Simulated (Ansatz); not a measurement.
Mg₂Ge (Fm-3m) from a database structure, relaxed with r2SCAN, was run in the plane-wave code Ansatz under altered settings. All numbers are computed, without spin polarisation but where a row says otherwise.

```
Mg Ge
1.0
     0.00000    3.18311    3.18311
     3.18311    0.00000    3.18311
     3.18311    3.18311    0.00000
Mg Ge
2 1
Cartesian
  4.7747 4.7747 4.7747
  1.5916 1.5916 1.5916
  0.0000 0.0000 0.0000
```

The base run's other keys:
```yaml
kpoints:
  mp_grid: { grid: [4, 4, 4] }
hamiltonian:
  xc: hse06
scf:
  occupations: { method: fermi_dirac, width: 0.02 }
  n_extra_bands: 4
```

It takes 18 iterations with 1243 plane waves at 420 eV and 8 k points, and leaves a mean stress of +0.29 GPa. The gap over this mesh is 0.517 eV. It ran on 4 threads of Arm Neoverse N1, with other jobs on the host.

Outcomes, with energy and stress as changes against the base:
```
                                  setting    outcome  ΔF (meV/atom)  Δ mean stress (GPa)  gap on the mesh (eV)  iterations  wall time
 PBE hybrid, exx coeff 0.4, omega 0.3 1/Å  converged              –                 -0.2                 0.577          21       11 s
                hamiltonian.xc: cam_b3lyp  converged              –                 -1.4                 3.061          16       13 s
PBE hybrid, exx coeff 0.75, omega 0.1 1/Å  converged              –                 -1.7                 2.262          27       14 s
              scf.occupations: cold 0.001  converged            0.0                  0.0                 0.517          15       10 s
```
A dash marks a value that wasn't obtained or can't be compared. Stress is positive in compression. The base took 10 s.

- PBE hybrid, exx coeff 0.4, omega 0.3 1/Å. That is 40 % exact exchange, screened with ω = 0.3 1/Å, against HSE06's 25 % screened at 0.208 1/Å. The mean stress moves by -0.2 GPa and the gap on the mesh by +0.060 eV (to 0.577). Totals of different functionals aren't comparable.
- hamiltonian.xc: cam_b3lyp. The mean stress moves by -1.4 GPa and the gap on the mesh by +2.545 eV (to 3.061). It's another functional on the same cell, so totals aren't comparable.
- PBE hybrid, exx coeff 0.75, omega 0.1 1/Å. That is 75 % exact exchange, screened with ω = 0.1 1/Å, against HSE06's 25 % screened at 0.208 1/Å. The mean stress moves by -1.7 GPa and the gap on the mesh by +1.745 eV (to 2.262). Totals of different functionals aren't comparable. The program warns that on this mesh the truncation of the exchange isn't bounded, so part of the change can be an error of the mesh.

Within 1 meV an atom, 0.1 GPa and 0.005 eV of the base stay: scf.occupations: cold 0.001.

Spin-orbit coupling is left out.

The stress of a hybrid is loosely converged in these runs.

The meshes of the hybrids are coarse, so their gaps aren't converged to the digits shown.
